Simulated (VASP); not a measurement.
AgI (Iodargyrite), 4 atoms in the cell. Symmetry: P6_3mc, No. 186, hexagonal system. Conventional cell: a = 4.590 Å, b = 4.590 Å, c = 7.520 Å, α = 90.00°, β = 90.00°, γ = 120.00°. Ag (site symmetry 3m) is surrounded by 4 I at 2.78 to 2.82 Å. I (site symmetry 3m) has 4 Ag at 2.78 to 2.82 Å as nearest neighbours. 

* Program: VASP 6.6.1
* Task: relaxation of cell and atoms
* Functional: RPBE
* Potentials or basis: VASP PAW PBE potentials, release 64 (Ag, I)
* Cutoff: 600 eV
* k mesh: 9 × 9 × 4
* Occupations: gaussian, width 0.03 eV
* Spin: no spin polarisation
* Further INCAR settings: ALGO = Normal; EDIFF = 1e-06; IBRION = 2; EDIFFG = -0.01; NSW = 90; ISIF = 3

Potentials or basis: VASP PAW PBE potentials, release 64 (Ag, I).

Command:

```console
$ cat potpaw_PBE.64/Ag/POTCAR potpaw_PBE.64/I/POTCAR > POTCAR
$ mpirun -np 1 vasp_std > vasp.out
```

Hardware: 1 thread of Intel(R) Xeon(R) 6975P-C (Granite Rapids) (shared host).

**Question.** Estimate the wall time of this run.

**Answer.** It took 7.4 min on 1 thread of Intel(R) Xeon(R) 6975P-C (Granite Rapids), on a shared host, peak memory 0.39 GiB. Counts: scf iterations 86, k points 36, ion steps 11.
